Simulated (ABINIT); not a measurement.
# Si2Mo (I4/mmm) in ABINIT: further runs, part 2 of 3

ABINIT 10.8.3 (patched build).

**3. Relaxation of cell and atoms, PBE, target pressure 5 GPa, at which the enthalpy is minimised**

The input, run.abi:

```
pp_dirpath "./"
pseudos "Mo.GGA_PBE-JTH.xml, Si.GGA_PBE-JTH.xml"

acell 4.5352872291 4.5352872291 4.5352872291 Angstrom
rprim
    -0.3527891221     0.3527891221     0.8666485278
     0.3527891221    -0.3527891221     0.8666485278
     0.3527891221     0.3527891221    -0.8666485278
ntypat 2
znucl 42 14
natom 3
typat 1 2 2
xcart
     0.0000000000     0.0000000000     0.0000000000
     0.0000000000     0.0000000000     9.9083764228
     0.0000000000     0.0000000000     4.9467606429
chkprim 0
chksymtnons 0
tolsym 1.0e-6

ecut 15.0
pawecutdg 30.0
pawxcdev 0

kptopt 1
ngkpt 10 10 10
nshiftk 1
shiftk 0.0 0.0 0.0

ixc 11

nband 15
occopt 3
tsmear 0.00183747

nstep 100
tolvrs 1.0e-9

iomode 3
prtwf 0
prtden 0
prteig 0
prtebands 0
enunit 1

ionmov 2
ntime 60
tolmxf 5.0e-5
optcell 2
dilatmx 1.08
ecutsm 0.5
strtarget 3*-1.699465e-04 3*0.0
```

Potentials or basis: JTH PAW PBE v2.0.

Started as:

```
$ abinit run.abi > log 2>&1
```

run.abo:

```text
.Version 10.8.3 of ABINIT
 Symmetries : space group I4/m m m (#139); Bravais tI (body-center tetrag.)
================================================================================
 Values of the parameters that define the memory need of the present run
     intxc =       0    ionmov =       2      iscf =      17    lmnmax =      18
     lnmax =       6     mgfft =      36  mpssoang =       3    mqgrid =    3001
     natom =       3  nloc_mem =       2    nspden =       1   nspinor =       1
    nsppol =       1      nsym =      16    n1xccc =       1    ntypat =       2
    occopt =       3   xclevel =       2
       mpw =         970          nfft =       46656          nkpt =         102
 PAW method is used; the additional fine FFT grid is defined by:
   mgfftf=        48    nfftf =    110592
================================================================================
================================================================================

--------------------------------------------------------------------------------
------------- Echo of variables that govern the present computation ------------
--------------------------------------------------------------------------------
 -outvars: echo values of preprocessed input variables --------
            acell      8.5704507653E+00  8.5704507653E+00  8.5704507653E+00 Bohr
              amu      9.59400000E+01  2.80855000E+01
          chkprim           0
      chksymtnons           0
          dilatmx      1.08000000E+00
             ecut      1.50000000E+01 Hartree
           ecutsm      5.00000000E-01 Hartree
           enunit           1
           ionmov           2
                       outvar_i_n : Printing only first  50 k-points.
              ixc          11
                       outvar_i_n : Printing only first  50 k-points.
         kptrlatt       10    0    0      0   10    0      0    0   10
          kptrlen      6.04712360E+01
            natom           3
            nband          15
            ngfft          36      36      36
          ngfftdg          48      48      48
             nkpt         102
            nstep         100
             nsym          16
            ntime          60
           ntypat           2
                       prtocc : prtvol=0, do not print more k-points.
           occopt           3
          optcell           2
        pawecutdg      3.00000000E+01 Hartree
         pawxcdev           0
           prtden           0
        prtebands           0
           prteig           0
            prtwf           0
            rprim     -3.5278912210E-01  3.5278912210E-01  8.6664852780E-01
                       3.5278912210E-01 -3.5278912210E-01  8.6664852780E-01
                       3.5278912210E-01  3.5278912210E-01 -8.6664852780E-01
          spgroup         139
        strtarget     -1.69946500E-04 -1.69946500E-04 -1.69946500E-04
                       0.00000000E+00  0.00000000E+00  0.00000000E+00
           tolsym      1.00000000E-06
           tolvrs      1.00000000E-09
           tsmear      1.83747000E-03 Hartree
            typat      1  2  2
           useylm           1
                       outvars : Printing only first  50 k-points.
           xangst      0.0000000000E+00  0.0000000000E+00  0.0000000000E+00
                      -6.7403605997E-17  6.7403605997E-17  5.2432869993E+00
                      -5.0097338654E-17  5.0097338654E-17  2.6177130012E+00
            xcart      0.0000000000E+00  0.0000000000E+00  0.0000000000E+00
                      -1.2737435523E-16  1.2737435523E-16  9.9083764283E+00
                      -9.4670249692E-17  9.4670249692E-17  4.9467606484E+00
             xred      0.0000000000E+00  0.0000000000E+00  0.0000000000E+00
                       6.6699999987E-01  6.6699999987E-01  0.0000000000E+00
                       3.3300000013E-01  3.3300000013E-01  0.0000000000E+00
[... 915 lines left out ...]
           Absolute (Ha)= 2.17989E-08
           Relative     = 2.83576E-10

 At Broyd/MD step   8, gradients are converged :
  max grad (force/stress) = 2.8800E-05 < tolmxf= 5.0000E-05 ha/bohr (free atoms)

================================================================================

 ----iterations are completed or convergence reached----

 Mean square residual over all n,k,spin=   97.712E-11; max=  13.480E-07
 reduced coordinates (array xred) for    3 atoms
       0.000000000000      0.000000000000      0.000000000000
       0.665128341233      0.665128341233     -0.000000000000
       0.334871658767      0.334871658767     -0.000000000000
 rms dE/dt=  2.5127E-05; max dE/dt=  3.0775E-05; dE/dt below (all hartree)
    1      -0.000000000000     -0.000000000000     -0.000000000000
    2       0.000030774689      0.000030774689     -0.000030774689
    3      -0.000030774689     -0.000030774689      0.000030774689

 cartesian coordinates (angstrom) at end:
    1      0.00000000000000     0.00000000000000     0.00000000000000
    2      0.00000000000000    -0.00000000000000     5.20139770841667
    3      0.00000000000000    -0.00000000000000     2.61874373793660

 cartesian forces (hartree/bohr) at end:
    1     -0.00000000000000    -0.00000000000000     0.00000000000000
    2     -0.00000000000000    -0.00000000000000    -0.00000416495384
    3      0.00000000000000     0.00000000000000     0.00000416495384
 frms,max,avg= 1.9633781E-06 4.1649538E-06   0.000E+00  0.000E+00  0.000E+00 h/b

 cartesian forces (eV/Angstrom) at end:
    1     -0.00000000000000    -0.00000000000000     0.00000000000000
    2     -0.00000000000000    -0.00000000000000    -0.00021417053760
    3      0.00000000000000     0.00000000000000     0.00021417053760
 frms,max,avg= 1.0096096E-04 2.1417054E-04   0.000E+00  0.000E+00  0.000E+00 e/A
 length scales=  8.531410654732  8.531410654732  8.531410654732 bohr
              =  4.514628092277  4.514628092277  4.514628092277 angstroms
 Fermi (or HOMO) energy (eV) =  12.28547   Average Vxc (eV)= -12.27646
 Eigenvalues (   eV  ) for nkpt= 102  k points:
 kpt#   1, nband= 15, wtk=  0.00100, kpt=  0.0000  0.0000  0.0000 (reduced coord)
 -48.39429  -22.54779  -22.46371  -22.46371   -1.19790    5.87514    8.90057    9.23660
   9.66984    9.66984   12.71297   15.53277   15.54470   15.89557   15.89557
 prteigrs : prtvol=0 or 1, do not print more k-points.

--- !EnergyTerms
iteration_state     : {dtset: 1, itime: 8, icycle: 1, }
comment             : Components of total free energy in Hartree
kinetic             :  1.30703643359806E+01
hartree             :  1.64289382936169E+01
xc                  : -8.81246762915346E+00
Ewald energy        : -6.29347082121932E+01
psp_core            :  3.04250964371786E+00
local_psp           : -4.98118355283837E+01
PAW spherical_terms :  1.21457770306599E+01
internal            : -7.68714220657551E+01
'-kT*entropy'       : -9.36208224655449E-05
total_energy        : -7.68715156865776E+01
total_energy_eV     : -2.09178050466145E+03
...

--- !EnergyTermsDC
iteration_state     : {dtset: 1, itime: 8, icycle: 1, }
comment             : '"Double-counting" decomposition of free energy'
band_energy         : -4.68486488800426E+00
Ewald energy        : -6.29347082121932E+01
psp_core            :  3.04250964371786E+00
xc_dc               : -1.65613482837552E+01
PAW spherical_terms :  4.26699311926035E+00
internal            : -7.68714186209745E+01
'-kT*entropy'       : -9.36208224655449E-05
total_energy_dc     : -7.68715122417969E+01
total_energy_dc_eV  : -2.09178041092419E+03
...

--- !EnergyTermsWithPAWCore
iteration_state     : {dtset: 1, itime: 8, icycle: 1, }
comment             : 'Components of total free energy, including PAW core contributions'
Total energy        : -4.62914485137134E+03
Total energy DC     : -4.62914484792656E+03
Total energy (eV)   : -1.25965448539260E+05
Total energy DC (eV): -1.25965448445523E+05
...

 rms coord change=  1.2478E-03   atom, delta coord (reduced):
     1        0.000000000000      0.000000000000      0.000000000000
     2       -0.001871658642     -0.001871658642     -0.000000000000
     3        0.001871658642      0.001871658642     -0.000000000000

 Cartesian components of stress tensor (hartree/bohr^3)
  sigma(1 1)= -1.69658501E-04  sigma(3 2)=  0.00000000E+00
  sigma(2 2)= -1.69658501E-04  sigma(3 1)=  0.00000000E+00
  sigma(3 3)= -1.70121464E-04  sigma(2 1)=  0.00000000E+00

-Cartesian components of stress tensor (GPa)         [Pressure=  4.9961E+00 GPa]
- sigma(1 1)= -4.99152544E+00  sigma(3 2)=  0.00000000E+00
- sigma(2 2)= -4.99152544E+00  sigma(3 1)=  0.00000000E+00
- sigma(3 3)= -5.00514626E+00  sigma(2 1)=  0.00000000E+00

== END DATASET(S) ==============================================================
================================================================================

 -outvars: echo values of variables after computation  --------
            acell      8.5314106547E+00  8.5314106547E+00  8.5314106547E+00 Bohr
           etotal     -7.6871512242E+01
            fcart     -9.2162062263E-23 -3.7450637801E-22  4.2704824837E-31
                      -6.1012942728E-22 -8.9247374303E-22 -4.1649538412E-06
                       7.0229148954E-22  1.2669801210E-21  4.1649538412E-06
            rprim     -3.5347522045E-01  3.5347522045E-01  8.6608922003E-01
                       3.5347522045E-01 -3.5347522045E-01  8.6608922003E-01
                       3.5347522045E-01  3.5347522045E-01 -8.6608922003E-01
           strten     -1.6965850138E-04 -1.6965850138E-04 -1.7012146372E-04
                       0.0000000000E+00  0.0000000000E+00  0.0000000000E+00
           xangst      4.8849337035E-19  1.9740631959E-18  6.7849388581E-19
                       1.2858948546E-16 -1.3087252887E-16  5.2013977084E+00
                       1.3300057967E-16 -1.3537266664E-16  2.6187437379E+00
             xred      7.0527716370E-19  2.3981742622E-19  7.7156988056E-19
                       6.6512834123E-01  6.6512834123E-01 -7.1532469617E-19
                       3.3487165877E-01  3.3487165877E-01 -7.4322388606E-19
 Calculation completed.
```

Run time: 8.3 min. Hardware: 1 thread of Arm Neoverse V2, shared host; peak memory 0.16 GiB.

What came out:

* Free energy: -2091.7804 eV
* Relaxed volume: 13.28 Å³/atom
* Relaxed cell: a = 4.515 Å, b = 4.515 Å, c = 4.515 Å, α = 138.60°, β = 138.60°, γ = 59.99°
* Space group after relaxing (to 0.05 Å): I4/mmm (No. 139)
* Energy change on relaxing (the enthalpy is what falls): +1.6 meV/atom
* Ionic steps: 8
* Pressure after relaxing: 5.0 GPa
* Band gap on the k mesh: none (metal or under the smearing width)
* Valence electrons inside the program's atomic spheres: Mo 11.41; Si 1.56

The path:
```tsv
step	energy change (eV)	largest force (eV/Å)	pressure (GPa)	volume (Å³)
1	0.0000	0.2934	2.37	40.25
2	0.0048	0.2262	4.23	39.93
3	0.0092	0.1369	5.45	39.73
4	0.0088	0.0802	5.55	39.72
5	0.0061	0.0027	5.23	39.79
6	0.0051	0.0017	5.04	39.82
7	0.0049	0.0000	5.00	39.83
8	0.0049	0.0002	5.00	39.83
```

Final structure:
```xyz
3
Lattice="-1.5958 1.5958 3.9101 1.5958 -1.5958 3.9101 1.5958 1.5958 -3.9101" Properties=species:S:1:pos:R:3 pbc="T T T"
Mo    0.0000    0.0000    0.0000
Si    0.0000    0.0000    5.2014
Si    0.0000    0.0000    2.6187
```

**4. Relaxation of cell and atoms, PBE, target pressure 10 GPa, at which the enthalpy is minimised**

run.abi: that of step 3 with these lines changed.

```diff
@@ -51,2 +51,2 @@
 ecutsm 0.5
-strtarget 3*-1.699465e-04 3*0.0
+strtarget 3*-3.398931e-04 3*0.0
```

Started as:

```
$ abinit run.abi > log 2>&1
```

Wall time 8 min (1 thread of Arm Neoverse V2, shared host); peak memory 0.16 GiB.

Results (log left out):

```
Free energy                                            : -2091.7416 eV
Relaxed volume                                         : 13.00 Å³/atom
Relaxed cell                                           : a = 4.486 Å, b = 4.486 Å, c = 4.486 Å, α = 138.65°, β = 138.65°, γ = 59.91°
Space group after relaxing (to 0.05 Å)                 : I4/mmm (No. 139)
Energy change on relaxing (the enthalpy is what falls) : +14.5 meV/atom
Ionic steps                                            : 7
Pressure after relaxing                                : 10.0 GPa
Band gap on the k mesh                                 : none (metal or under the smearing width)
Valence electrons inside the program's atomic spheres  : Mo 11.43; Si 1.57
```

Step by step:
```csv
step,energy change (eV),largest force (eV/Å),pressure (GPa),volume (Å³)
1,0.0000,0.2934,2.37,40.25
2,0.0276,0.1991,7.82,39.32
3,0.0477,0.1242,10.23,38.94
4,0.0473,0.0950,10.24,38.94
5,0.0440,0.0020,10.03,38.99
6,0.0438,0.0008,10.01,38.99
7,0.0436,0.0001,10.00,38.99
```

Final structure:
```
Mo Si
1.0
    -1.58375    1.58375    3.88659
     1.58375   -1.58375    3.88659
     1.58375    1.58375   -3.88659
Mo Si
1 2
Direct
  0.00000 0.00000 0.00000
  0.66544 0.66544 0.00000
  0.33456 0.33456 0.00000
```

Levels at points of the mesh, in eV from the Fermi level:
```csv
k point,band 7,band 8,band 9,band 10,band 11,band 12,band 13,band 14,band 15
"(0.00, 0.00, 0.00)",-3.38,-3.15,-2.68,-2.68,0.45,3.17,3.38,3.70,3.70
"(0.50, 0.00, 0.00)",-5.04,-4.56,-2.65,-2.61,-0.49,2.42,3.19,4.34,4.34
"(0.50, 0.50, 0.00)",-5.77,-5.19,-4.53,-3.15,-1.16,2.48,2.92,3.27,3.47
"(0.50, 0.50, 0.50)",-3.65,-2.25,-0.56,-0.56,-0.46,-0.46,0.59,4.85,5.52
```

**5. Relaxation of cell and atoms, PBE, target pressure 20 GPa, at which the enthalpy is minimised**

run.abi: that of step 4 with these lines changed.

```diff
@@ -51,2 +51,2 @@
 ecutsm 0.5
-strtarget 3*-3.398931e-04 3*0.0
+strtarget 3*-6.797862e-04 3*0.0
```

Started as:

```
$ abinit run.abi > log 2>&1
```

It took 9.4 min on 1 thread of Arm Neoverse V2, shared host; peak memory 0.16 GiB.

The run converged. Its results:

* Free energy: -2091.6087 eV
* Relaxed volume: 12.52 Å³/atom
* Relaxed cell: a = 4.435 Å, b = 4.435 Å, c = 4.435 Å, α = 138.74°, β = 138.74°, γ = 59.77°
* Space group after relaxing (to 0.05 Å): I4/mmm (No. 139)
* Energy change on relaxing (the enthalpy is what falls): +58.9 meV/atom
* Ionic steps: 9
* Pressure after relaxing: 20.0 GPa
* Band gap on the k mesh: none (metal or under the smearing width)
* Valence electrons inside the program's atomic spheres: Mo 11.51; Si 1.61

Step by step:
```csv
step,energy change (eV),largest force (eV/Å),pressure (GPa),volume (Å³)
1,0.0000,0.2934,2.37,40.25
2,0.1153,0.1421,15.81,38.12
3,0.1835,0.0685,20.39,37.51
4,0.1784,0.0553,20.08,37.55
5,0.1762,0.0250,19.94,37.56
6,0.1766,0.0138,19.98,37.56
7,0.1769,0.0019,20.01,37.56
8,0.1768,0.0005,20.01,37.56
9,0.1766,0.0002,20.00,37.56
```

Final structure:
```yaml
crystal:
  lattice:
    - [-1.56258, 1.56258, 3.84560]
    - [1.56258, -1.56258, 3.84560]
    - [1.56258, 1.56258, -3.84560]
  atoms:
    - { symbol: Mo, position: [0.00000, 0.00000, 0.00000] }
    - { symbol: Si, position: [0.66598, 0.66598, 0.00000] }
    - { symbol: Si, position: [0.33402, 0.33402, 0.00000] }
```

Levels at points of the mesh, in eV from the Fermi level:
| k point | band 8 | band 9 | band 10 | band 11 | band 12 | band 13 | band 14 | band 15 |
| --- | --- | --- | --- | --- | --- | --- | --- | --- |
| (0.00, 0.00, 0.00) | -3.34 | -2.79 | -2.79 | 0.49 | 3.00 | 3.62 | 3.87 | 3.87 |
| (0.50, 0.00, 0.00) | -4.67 | -2.81 | -2.70 | -0.54 | 2.57 | 3.26 | 4.43 | 4.63 |
| (0.50, 0.50, 0.00) | -5.19 | -4.69 | -3.33 | -1.13 | 2.64 | 3.10 | 3.37 | 3.54 |
| (0.50, 0.50, 0.50) | -2.39 | -0.60 | -0.60 | -0.45 | -0.45 | 0.64 | 4.94 | 5.99 |

(Part 2 of 3 ends here.)
